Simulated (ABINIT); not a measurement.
# PbS (Pm-3m) in ABINIT: settings compared, part 2 of 2

ABINIT 10.8.3 (patched build). The steps go on from the part before.

**3. Band structure, PBEsol**

Contents of run.abi:

```
# Datasets: ground state, then fixed potential
ndtset 2

# Pseudopotentials
pp_dirpath "./"
pseudos "Pb.GGA_PBE-JTH.xml, S.GGA_PBE-JTH.xml"

# Structure
acell 3.653659 3.653659 3.653659 Angstrom
rprim
     1.0000000000     0.0000000000     0.0000000000
     0.0000000000     1.0000000000     0.0000000000
     0.0000000000     0.0000000000     1.0000000000
ntypat 2
znucl 82 16
natom 2
typat 1 2
xred
     0.0000000000     0.0000000000     0.0000000000
     0.5000000000     0.5000000000     0.5000000000

# Plane-wave basis
ecut 22.0
pawecutdg 44.0
pawxcdev 0

# Exchange and correlation
ixc -116133

# Bands and occupations
occopt 3
tsmear 0.05 eV

# SCF cycle
nstep 100

# Output
iomode 3
prtwf 0
prteig 0
prtebands 0
enunit 1
prtden1 1
prtvha1 1
prtvclmb1 1
prtpot1 1

# Dataset 1
kptopt1 1
ngkpt1 7 7 7
nshiftk1 1
shiftk1 0.0 0.0 0.0
nband1 14
tolvrs1 1.0e-9

# Dataset 2: bands along G-X-M-G-R-X
iscf2 -2
getden2 1
nband2 20
nbdbuf2 4
tolwfr2 1.0e-11
kptopt2 -5
ndivsm2 5
prteig2 1
kptbounds2
     0.0000000000     0.0000000000     0.0000000000
     0.0000000000     0.5000000000     0.0000000000
     0.5000000000     0.5000000000     0.0000000000
     0.0000000000     0.0000000000     0.0000000000
     0.5000000000     0.5000000000     0.5000000000
     0.0000000000     0.5000000000     0.0000000000
```

Potentials or basis: JTH PAW PBE v2.0.

On the command line:

```bash
abinit run.abi > log 2>&1
```

run.abo:

```text
.Version 10.8.3 of ABINIT
 DATASET    1 : space group Pm -3 m (#221); Bravais cP (primitive cubic)
================================================================================
 Values of the parameters that define the memory need for DATASET  1.
     intxc =       0    ionmov =       0      iscf =      17    lmnmax =      18
     lnmax =       6     mgfft =      30  mpssoang =       3    mqgrid =    3001
     natom =       2  nloc_mem =       2    nspden =       1   nspinor =       1
    nsppol =       1      nsym =      48    n1xccc =       1    ntypat =       2
    occopt =       3   xclevel =       2
       mpw =        1643          nfft =       27000          nkpt =          20
 PAW method is used; the additional fine FFT grid is defined by:
   mgfftf=        45    nfftf =     91125
================================================================================
================================================================================

 DATASET    2 : space group Pm -3 m (#221); Bravais cP (primitive cubic)
================================================================================
 Values of the parameters that define the memory need for DATASET  2.
     intxc =       0    ionmov =       0      iscf =      -2    lmnmax =      18
     lnmax =       6     mgfft =      30  mpssoang =       3    mqgrid =    3001
     natom =       2  nloc_mem =       2    nspden =       1   nspinor =       1
    nsppol =       1      nsym =      48    n1xccc =       1    ntypat =       2
[... 634 lines left out ...]
  18.78996   18.78996   18.90813   20.32304
 kpt#   4, nband= 20, wtk=  1.00000, kpt=  0.0000  0.3000  0.0000 (reduced coord)
 -10.50251  -10.40532  -10.33424  -10.33424  -10.29163   -6.14013   -1.80617    4.96496
   5.35325    5.35325    8.76157   11.09529   11.09529   12.31581   15.93922   16.84959
  18.90669   19.20198   19.20198   20.88391
 kpt#   5, nband= 20, wtk=  1.00000, kpt=  0.0000  0.4000  0.0000 (reduced coord)
[... 105 lines left out ...]
   4.18994    4.89413    7.83444    9.10555   11.60173   15.17731   15.63302   16.29065
  19.18042   20.81049   21.55209   21.61612
 kpt#  32, nband= 20, wtk=  1.00000, kpt=  0.1429  0.5000  0.1429 (reduced coord)
 -10.45298  -10.38201  -10.36744  -10.32860  -10.31067   -5.29366   -2.33180    4.05199
   4.95951    5.32794    8.57621    8.82283   11.62043   14.01249   16.49241   16.97349
  17.46029   20.35591   21.09693   21.17473
 kpt#  33, nband= 20, wtk=  1.00000, kpt=  0.0714  0.5000  0.0714 (reduced coord)
 -10.48698  -10.36251  -10.35792  -10.34495  -10.29508   -5.47157   -2.64150    4.98005
   5.68587    5.76339    7.47913    9.74500   10.69018   13.19449   16.07800   18.04483
  18.79515   20.15866   20.82017   20.88674
 kpt#  34, nband= 20, wtk=  1.00000, kpt=  0.0000  0.5000  0.0000 (reduced coord)
 -10.49898  -10.35453  -10.35453  -10.35106  -10.28965   -5.53710   -2.74565    5.82976
   5.82976    6.17096    6.53952   10.17326   10.17326   12.89393   15.49418   18.90627
  20.01193   20.27629   20.66467   20.66505

== END DATASET(S) ==============================================================
================================================================================

 -outvars: echo values of variables after computation  --------
            acell      6.9044148675E+00  6.9044148675E+00  6.9044148675E+00 Bohr
           etotal1    -7.1566719629E+01
            fcart1    -0.0000000000E+00 -0.0000000000E+00 -0.0000000000E+00
                      -0.0000000000E+00 -0.0000000000E+00 -0.0000000000E+00
           strten1     1.1586780791E-04  1.1586780791E-04  1.1586780791E-04
                       0.0000000000E+00  0.0000000000E+00  0.0000000000E+00
           xangst      0.0000000000E+00  0.0000000000E+00  0.0000000000E+00
                       1.8268295000E+00  1.8268295000E+00  1.8268295000E+00
             xred      0.0000000000E+00  0.0000000000E+00  0.0000000000E+00
                       5.0000000000E-01  5.0000000000E-01  5.0000000000E-01
 Calculation completed.
```

Run time: 35 s. Hardware: 1 thread of Arm Neoverse V2, shared host; peak memory 0.12 GiB.

What came out:

- Free energy: -1947.4297 eV
- Pressure: -3.4 GPa
- Band gap on the k mesh: none (metal or under the smearing width)
- Valence electrons inside the program's atomic spheres: Pb 11.29; S 3.49

Levels at the corners of the path, in eV from the Fermi level:
| point | band 7 | band 8 | band 9 | band 10 | band 11 | band 12 | band 13 | band 14 |
| --- | --- | --- | --- | --- | --- | --- | --- | --- |
| Γ | -6.66 | -1.52 | -1.52 | -1.52 | 5.48 | 5.48 | 6.57 | 6.57 |
| X | -8.96 | -0.38 | -0.38 | -0.04 | 0.33 | 3.96 | 3.96 | 6.68 |
| M | -7.21 | -4.40 | -4.40 | -0.19 | 4.24 | 4.24 | 5.96 | 7.17 |
| Γ | -6.66 | -1.52 | -1.52 | -1.52 | 5.48 | 5.48 | 6.57 | 6.57 |
| R | -5.91 | -2.30 | -2.30 | -2.30 | -0.46 | -0.46 | -0.46 | 13.70 |
| X | -8.96 | -0.38 | -0.38 | -0.04 | 0.33 | 3.96 | 3.96 | 6.68 |

Caveat: the PAW data sets were made with another functional, which shifts forces and pressure a little; spin-orbit coupling is left out, which moves the levels of the heavy elements.

**4. Band structure, r2SCAN**

run.abi, as its differences from that of step 3:

```diff
@@ -22,8 +22,9 @@
 # Plane-wave basis
-ecut 22.0
-pawecutdg 44.0
-pawxcdev 0
+ecut 26.0
+pawecutdg 48.0
 
 # Exchange and correlation
-ixc -116133
+ixc -497498
+usekden 1
+pawxcdev 0
 
@@ -43,2 +44,3 @@
 prtden1 1
+prtkden1 1
 prtvha1 1
@@ -53,3 +55,3 @@
 nband1 14
-tolvrs1 1.0e-9
+tolvrs1 1.0e-7
 
@@ -58,2 +60,3 @@
 getden2 1
+getkden2 1
 nband2 20
```

On the command line:

```bash
abinit run.abi > log 2>&1
```

Wall time 2.3 min (1 thread of Arm Neoverse V2, shared host); peak memory 0.15 GiB.

It converged, with:

- Free energy: -457.1450 eV
- Pressure: -0.8 GPa
- Band gap along the path: none (metal or under the smearing width)
- Valence electrons inside the program's atomic spheres: Pb 11.29; S 3.53

Levels at the corners of the path, in eV from the Fermi level:
| point | band 8 | band 9 | band 10 | band 11 | band 12 | band 13 |
| --- | --- | --- | --- | --- | --- | --- |
| Γ | -1.70 | -1.70 | -1.70 | 5.98 | 5.98 | 6.89 |
| X | -0.55 | -0.55 | -0.15 | 0.63 | 4.16 | 4.16 |
| M | -4.56 | -4.56 | -0.35 | 4.51 | 4.51 | 6.18 |
| Γ | -1.70 | -1.70 | -1.70 | 5.98 | 5.98 | 6.89 |
| R | -2.49 | -2.49 | -2.49 | -0.29 | -0.29 | -0.29 |
| X | -0.55 | -0.55 | -0.15 | 0.63 | 4.16 | 4.16 |

Caveat: totals of a meta-GGA on PAW files have another zero than those of a GGA; the PAW data sets were made with another functional, which shifts forces and pressure a little; spin-orbit coupling is left out, which moves the levels of the heavy elements.

**5. Band structure, TB-mBJ**

run.abi, as its differences from that of step 4:

```diff
@@ -5,3 +5,3 @@
 pp_dirpath "./"
-pseudos "Pb.GGA_PBE-JTH.xml, S.GGA_PBE-JTH.xml"
+pseudos "Pb.LDA_PW-JTH.xml, S.LDA_PW-JTH.xml"
 
@@ -26,3 +26,3 @@
 # Exchange and correlation
-ixc -497498
+ixc -208012
 usekden 1
@@ -36,2 +36,5 @@
 nstep 100
+diemix 0.3
+optforces 0
+optstress 0
```

Potentials or basis: JTH PAW LDA v2.0.

On the command line:

```bash
abinit run.abi > log 2>&1
```

Run time: 3.4 min. Hardware: 1 thread of Arm Neoverse V2, shared host; peak memory 0.15 GiB.

It converged, with:

| Item | Value |
| --- | --- |
| Band gap on the k mesh | 0.58 eV, indirect (least direct gap 1.76 eV) |
| Band gap along the path | 0.04 eV, indirect (least direct gap 1.00 eV) |
| Valence electrons inside the program's atomic spheres | Pb 11.28; S 3.54 |

Levels at the corners of the path, in eV from the valence-band top:
```tsv
point	band 6	band 7	band 8	band 9	band 10	band 11	band 12	band 13	band 14	band 15
Γ	-13.07	-6.37	-1.57	-1.57	-1.57	5.85	5.85	6.94	6.94	6.94
X	-11.88	-8.64	-0.54	-0.54	-0.07	0.94	4.27	4.27	7.03	9.98
M	-11.16	-6.86	-4.26	-4.26	-0.33	4.66	4.66	6.32	7.56	9.50
Γ	-13.07	-6.37	-1.57	-1.57	-1.57	5.85	5.85	6.94	6.94	6.94
R	-10.92	-5.60	-2.39	-2.39	-2.39	0.04	0.04	0.04	14.48	14.48
X	-11.88	-8.64	-0.54	-0.54	-0.07	0.94	4.27	4.27	7.03	9.98
```

Caveat: the constant c of TB-mBJ comes from the pseudo density here, which moves gaps by up to 0.3 eV between sets of potentials; the PAW data sets were made with another functional, which shifts forces and pressure a little; spin-orbit coupling is left out, which as a rule narrows the gap of such compounds by several tenths of an eV; the mesh misses the band edges, which the band path finds closer together.

**6. The reference run**

An earlier run on the cell as given: functional PBE; potentials or basis JTH PAW PBE v2.0; cutoff 599 eV; k mesh 7 × 7 × 7; occupations fermi-dirac, width 0.05 eV; no spin polarisation.

- Pressure: 0.0 GPa
- Valence electrons inside the program's atomic spheres: Pb 11.29; S 3.52

**7. The runs side by side**

| task | level | potentials or basis | cutoff (eV) | fine-grid cutoff | gap on the mesh (eV) | pressure (GPa) |
| --- | --- | --- | --- | --- | --- | --- |
| band structure | LDA | JTH PAW LDA v2.0 | 599 | 1197.3 eV | none | -5.2 |
| band structure | PBEsol | JTH PAW PBE v2.0 | 599 | 1197.3 eV | none | -3.4 |
| band structure | r2SCAN | JTH PAW PBE v2.0 | 707 | 1306.15 eV | - | -0.8 |
| band structure | TB-mBJ | JTH PAW LDA v2.0 | 707 | 1306.15 eV | 0.58 | - |
| single point | PBE | JTH PAW PBE v2.0 | 599 | 1197.3 eV | - | 0.0 |

Alike in all rows: no spin polarisation; cell as given; k mesh 7 × 7 × 7; smearing fermi-dirac 0.05 eV.

Caveats: spin-orbit coupling is left out, which moves the levels of the heavy elements (some runs); the PAW data sets were made with another functional, which shifts forces and pressure a little (some runs); totals of a meta-GGA on PAW files have another zero than those of a GGA (some runs); the constant c of TB-mBJ comes from the pseudo density here, which moves gaps by up to 0.3 eV between sets of potentials (some runs); spin-orbit coupling is left out, which as a rule narrows the gap of such compounds by several tenths of an eV (some runs); the mesh misses the band edges, which the band path finds closer together (some runs).

Total energies depend on the potentials used, so only differences within one code and one set of settings carry meaning.
